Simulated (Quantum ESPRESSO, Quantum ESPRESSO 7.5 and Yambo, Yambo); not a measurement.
# Excitons of GaAs (F-43m) on ever denser meshes

How far does the k mesh set the exciton binding of GaAs (F-43m)?

Method: PBE and many-body steps on it, plane waves, in Quantum ESPRESSO 7.5 and Yambo 5.3.0.

**1. The starting structure**

It takes space group F-43m (No. 216, cubic). Conventional cell: a = 5.654 Å, b = 5.654 Å, c = 5.654 Å, α = 90.00°, β = 90.00°, γ = 90.00°. Ga has 4 As at 2.45 Å nearest. Nearest to As lie 4 Ga at 2.45 Å. Farther neighbours are not listed.

As a file:

```cif
data_structure
_symmetry_space_group_name_H-M 'F-43m'
_symmetry_Int_Tables_number 216
_cell_length_a 5.6537
_cell_length_b 5.6537
_cell_length_c 5.6537
_cell_angle_alpha 90.000
_cell_angle_beta 90.000
_cell_angle_gamma 90.000
_cell_volume 180.72
loop_
_atom_site_label
_atom_site_type_symbol
_atom_site_symmetry_multiplicity
_atom_site_Wyckoff_symbol
_atom_site_fract_x
_atom_site_fract_y
_atom_site_fract_z
_atom_site_occupancy
Ga1 Ga 4 a 0.00000 0.00000 0.00000 1
As1 As 4 d 0.25000 0.25000 0.75000 1
```

The cell and positions come from the Crystallography Open Database and are kept as given unless a step says otherwise.

**2. Empty states on the mesh, 4×4×4 mesh, 124 bands**

This step: Quantum ESPRESSO 7.5; DFT, PBE, plane waves, norm-conserving pseudopotentials.

The sums over transitions need many empty states on a uniform mesh; this step solves for them.

File pw.in:

```
&control
  calculation = 'nscf'
  prefix = 'x'
  outdir = 'o'
  pseudo_dir = 'pseudo'
/
&system
  ibrav = 0
  nat = 2
  ntyp = 2
  ecutwfc = 104.0
  nbnd = 124
  force_symmorphic = .true.
/
&electrons
  conv_thr = 1e-9
  electron_maxstep = 80
  diago_full_acc = .true.
  diago_thr_init = 5e-6
/
ATOMIC_SPECIES
  Ga 69.723 Ga.upf
  As 74.922 As.upf
CELL_PARAMETERS angstrom
  0.0000000000 2.8268500000 2.8268500000
  2.8268500000 0.0000000000 2.8268500000
  2.8268500000 2.8268500000 0.0000000000
ATOMIC_POSITIONS crystal
  Ga 0.0000000000 0.0000000000 0.0000000000
  As 0.2500000000 0.2500000000 0.2500000000
K_POINTS automatic
  4 4 4 0 0 0
```

Command:

```console
OMP_NUM_THREADS=1 mpirun -n 8 pw.x -nk 4 -in pw.in > pw.out
```

Output:

```text
Program PWSCF v.7.5 starts

     This program is part of the open-source Quantum ESPRESSO suite
     for quantum simulation of materials; please cite
         "P. Giannozzi et al., J. Phys.:Condens. Matter 21 395502 (2009);
         "P. Giannozzi et al., J. Phys.:Condens. Matter 29 465901 (2017);
         "P. Giannozzi et al., J. Chem. Phys. 152 154105 (2020);
     in publications or presentations arising from this work. More details at

     Atomic positions and unit cell read from directory:
     o/x.save/

     Message from routine setup:
[...]
66.3909  66.3909  66.8454  68.4226  68.4226  68.6866  68.6866  68.7091
     [... 4 further rows ...]
    95.7229  95.7229  96.3827  96.3827  96.5790  96.8161  97.0642  97.0642
    97.8354  97.8354  98.1728 100.6336

          k = 0.3536 0.0000 0.0000 (  5457 PWs)   bands (ev):

     [... further k-points ...]

     highest occupied, lowest unoccupied level (ev):     9.8275   10.3456

     XML data file, pseudopotentials, collected wavefunctions

=------------------------------------------------------------------------------=
   JOB DONE.
=------------------------------------------------------------------------------=
```

Wall time 7.5 s (8 MPI ranks of Arm Neoverse V2, shared host); peak memory 0.61 GiB.

This step gave:

| Quantity | Value |
| --- | --- |
| gap | 0.5181 eV |
| k of the valence top | 0, 0, 0 |
| k of the conduction bottom | 0, 0, 0 |
| least direct gap | 0.5181 eV |
| k points computed | 8 |
| lowest point of the top converged band, above the valence top | 87.1270 eV |

On this mesh the gap is 0.518 eV.

The density comes from a self-consistent run that is not shown.

**3. Conversion and set-up**

This step: Yambo 5.3.0; conversion and set-up on PBE, plane waves, norm-conserving pseudopotentials.

The states are converted to the many-body program's format and the q mesh is built.

Command:

```console
(cd o/x.save; p2y > p2y.log; mv SAVE ../..); yambo > setup.log
```

Output:

```text
 Yambo, version 5.3.0

 [02] CORE Variables Setup
 =========================

  [02.01] Unit cells
  ==================

  Cell kind             :  FCC
  Atoms in the cell     :  Ga  As
  number of Ga atoms    :  1
  number of As atoms    :  1

  List of atomic masses
  Mass of Ga    :  69.72300
  Mass of As    :  74.92200

  List of atomic coordinates    : [cc]
  Ga1       :  0.000000  0.000000  0.000000  order 1
  As1       :  2.670986  2.670986  2.670986  order 2

  Alat factors          :  5.341972  5.341972  5.341972 [a.u.]
  Direct lattice volume :  304.8842 [a.u.]
[...]
==========================================

 IBZ Q-points                                      :   8
 BZ  Q-points                                      :   64

 K/Q-points units:
 rlu = crystal or reduced units; cc = cartesian coordinates; iku = interal k-units

 Q [1]          [rlu]:  0.000000  0.000000  0.000000
 Q [2]          [rlu]: -0.91587E-18 -0.91587E-18  0.25000
 Q [3]          [rlu]:  0.18317E-17  0.18317E-17 -0.50000
[...]
Q [7]          [rlu]:  0.52231E-17 -0.50000     -0.50000
 Q [8]          [rlu]:  0.250000 -0.500000 -0.250000

  [03.01] X indexes
  =================

   [03.01.01] Sigma indexes
   ========================

 [06] Game Over & Game summary
```

The job ended after 2.9 s (1 MPI rank; peak memory 0.25 GiB).

**4. Screening and self-energy, 4×4×4 mesh, 124 bands, screening to 163.3 eV**

G0W0 replaces the xc potential by the self-energy, built once from these orbitals. Only a window of levels is corrected, while the sums run over the empty bands that the input names.

This step: G0W0 on PBE, plane waves, norm-conserving pseudopotentials.

File gw1.in:

```
HF_and_locXC
gw0
dyson
ppa
em1d
rim_cut
RandQpts= 1000000
RandGvec= 1 RL
EXXRLvcs= 104 Ry
VXCRLvcs= 416 Ry
Chimod= "HARTREE"
% BndsRnXp
 1 | 124 |
%
NGsBlkXp= 12 Ry
% LongDrXp
 1 | 1 | 1 |
%
% GbndRnge
 1 | 124 |
%
DysSolver= "n"
ExtendOut
PPAPntXp= 27.21138 eV
% QPkrange
 1 | 1 | 21 | 24 |
%
```

Command:

```console
OMP_NUM_THREADS=1 mpirun -n 8 yambo -F gw1.in -J gw1 -C gw1 > gw1.log
```

Output:

```text
 Yambo, version 5.3.0

 [02] CORE Variables Setup
 =========================

  [... cell, symmetries and grids as in the set-up ...]

  [02.05] Energies & Occupations
  ==============================

  [X] === General ===
  [X] Electronic Temperature                        :  0.000000  0.000000 [eV K]
  [X] Bosonic    Temperature                        :  0.000000  0.000000 [eV K]
  [X] Finite Temperature mode                       : no
  [X] El. density                                   :  0.97390E+24 [cm-3]
[...]
Sx RL components                                 :   5601

   QP @ state[ 1 ] K range                          :  1  1
   QP @ state[ 1 ] b range                          :  21  24
   GF energies kind                                 : Perdew, Burke & Ernzerhof(X)+Perdew, Burke & Ernzerhof(C)
   GF WF`s kind                                     : Perdew, Burke & Ernzerhof(X)+Perdew, Burke & Ernzerhof(C)
   Xs energies kind                                 : Perdew, Burke & Ernzerhof(X)+Perdew, Burke & Ernzerhof(C)
   Xs WF`s kind                                     : Perdew, Burke & Ernzerhof(X)+Perdew, Burke & Ernzerhof(C)

 [11] Game Over & Game summary
```

Elapsed: 92 s, on 8 MPI ranks; peak memory 4.3 GiB; 12 min of CPU time.

Numbers from this step:

```
G0W0 gap on the points computed              : 1.176 eV
starting gap on the mesh                     : 0.5181 eV
k of the valence top                         : 0, 0, 0
k of the conduction bottom                   : 0, 0, 0
least direct G0W0 gap on the computed points : 1.176 eV
```

The gap on the mesh goes from 0.52 eV to 1.18 eV, a correction of +0.66 eV.

The gap opens by 0.658 eV; the next steps shift the empty bands rigidly by 0.658 eV.

**5. Empty states on the mesh, 4×4×4 mesh, 32 bands**

This step: Quantum ESPRESSO 7.5; DFT, PBE, plane waves, norm-conserving pseudopotentials.

pw.in, as its differences from that of step 2:

```diff
@@ -11,3 +11,3 @@
   ecutwfc = 104.0
-  nbnd = 124
+  nbnd = 32
   force_symmorphic = .true.
```

Command:

```console
OMP_NUM_THREADS=1 mpirun -n 8 pw.x -nk 4 -in pw.in > pw.out
```

Output:

```text
[banner, memory and clock lines left out]
Program PWSCF v.7.5 starts

     Atomic positions and unit cell read from directory:
     o/x.save/

     Message from routine setup:
     using ibrav=0 with symmetry is DISCOURAGED, use correct ibrav instead

     bravais-lattice index     =            0
     lattice parameter (alat)  =       7.5547  a.u.
     unit-cell volume          =     304.8842 (a.u.)^3
     number of atoms/cell      =            2
     number of atomic types    =            2
     number of electrons       =        44.00
[...]
k = 0.1768 0.1768-0.1768 (  5459 PWs)   bands (ev):

  -174.9302-133.8473-118.3121-118.3121-118.3121 -84.5717 -84.5717 -84.5717
[...]
k =-0.3536-0.3536 0.3536 (  5444 PWs)   bands (ev):

  -174.9302-133.8473-118.3121-118.3121-118.3121 -84.5717 -84.5717 -84.5717
[...]
-4.8856  -4.8856  -1.1350   3.1931   8.6866   8.6866  10.8304  14.4709
    14.4709  17.5915  20.2384  21.7453  21.7453  22.3569  22.9998  22.9998

          k = 0.3536 0.0000 0.0000 (  5457 PWs)   bands (ev):

     [... further k-points ...]

     highest occupied, lowest unoccupied level (ev):     9.8275   10.3456

     XML data file, pseudopotentials, collected wavefunctions
```

Wall time 1.6 s (8 MPI ranks); peak memory 0.05 GiB.

This step gave:

- gap: 0.5181 eV
- k of the valence top: 0, 0, 0
- k of the conduction bottom: 0, 0, 0
- least direct gap: 0.5181 eV
- k points computed: 8
- lowest point of the top converged band, above the valence top: 11.57 eV

On this mesh the gap is 0.518 eV.

**6. Conversion and set-up**

This step: Yambo 5.3.0; conversion and set-up on PBE, plane waves, norm-conserving pseudopotentials.

Command:

```console
(cd o/x.save; p2y > p2y.log; mv SAVE ../..); yambo > setup.log
```

Output:

```text
 Yambo, version 5.3.0

 [02] CORE Variables Setup
 =========================

  [02.01] Unit cells
  ==================

  Cell kind             :  FCC
  Atoms in the cell     :  Ga  As
  number of Ga atoms    :  1
  number of As atoms    :  1

  List of atomic masses
  Mass of Ga    :  69.72300
  Mass of As    :  74.92200

  List of atomic coordinates    : [cc]
  Ga1       :  0.000000  0.000000  0.000000  order 1
  As1       :  2.670986  2.670986  2.670986  order 2

  Alat factors          :  5.341972  5.341972  5.341972 [a.u.]
  Direct lattice volume :  304.8842 [a.u.]
[...]
==========================================

 IBZ Q-points                                      :   8
 BZ  Q-points                                      :   64

 K/Q-points units:
 rlu = crystal or reduced units; cc = cartesian coordinates; iku = interal k-units

 Q [1]          [rlu]:  0.000000  0.000000  0.000000
 Q [2]          [rlu]: -0.91587E-18 -0.91587E-18  0.25000
 Q [3]          [rlu]:  0.18317E-17  0.18317E-17 -0.50000
[...]
Q [7]          [rlu]:  0.52231E-17 -0.50000     -0.50000
 Q [8]          [rlu]:  0.250000 -0.500000 -0.250000

  [03.01] X indexes
  =================

   [03.01.01] Sigma indexes
   ========================

 [06] Game Over & Game summary
```

The job ended after 2.8 s (1 MPI rank; peak memory 0.25 GiB).

(Continued in part 2 of 4.)

[Paths, hosts, dates, memory and timing lines, banners, echoed tables and standing remarks are left out of the program output.]

[Logs are printed without paths, hosts, clocks, repeated set-up lines and the standing remarks that a program may print on its own settings, such as how far it seeks lower states.]

[Runs of the session that timed out or met a known fault of the program may be left out.]

[Hosts, paths, dates, database ids (printed as entryN), source tags and the programs' standing remarks are cut or masked in the printed files.]
